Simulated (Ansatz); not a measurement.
Sb: strain energy, fitted

Sb, Pm-3m, a = 3.062 Å. This isn't the element's structure at ambient conditions. Ansatz: PBEsol, PAW, 420 eV, Γ-centred 18×18×18 mesh on 1 atom, Gaussian smearing 0.10 eV; no spin polarisation. Series: biaxial strain in the a-b plane, c and atoms relaxed; x is the strain in per cent. y is the free energy over the unstrained cell, V0 = 28.702 Å³/atom.

```tsv
x (%)	y (meV/atom)
-3.0	?
-2.0	11.77
-1.0	2.87
0.0	0.00
1.0	2.88
2.0	11.59
3.0	25.33
```

Q: Fit y = c2 x² + c3 x³ to the other rows, turn c2 into a modulus, and predict the missing energy.

A: Least squares on the rows shown. y = 2.8988 x² − 0.025536 x³. In eV per unit strain² c2 is 28.99; M is the biaxial modulus (E = M V0 ε²): 28.99 × 160.2 / (28.702) = 162 GPa. At x = -3.0 the fit asked for gives 26.78 meV/atom. The run gave 27.43 meV/atom, so the fit is 0.65 meV/atom too low, 2.4 % of the span of the series, against an rms of 0.10 meV/atom on the fitted rows. The row lies outside the fitted range. With a term in x⁴ added, a fit to the same known rows predicts 26.04 meV/atom, further off still.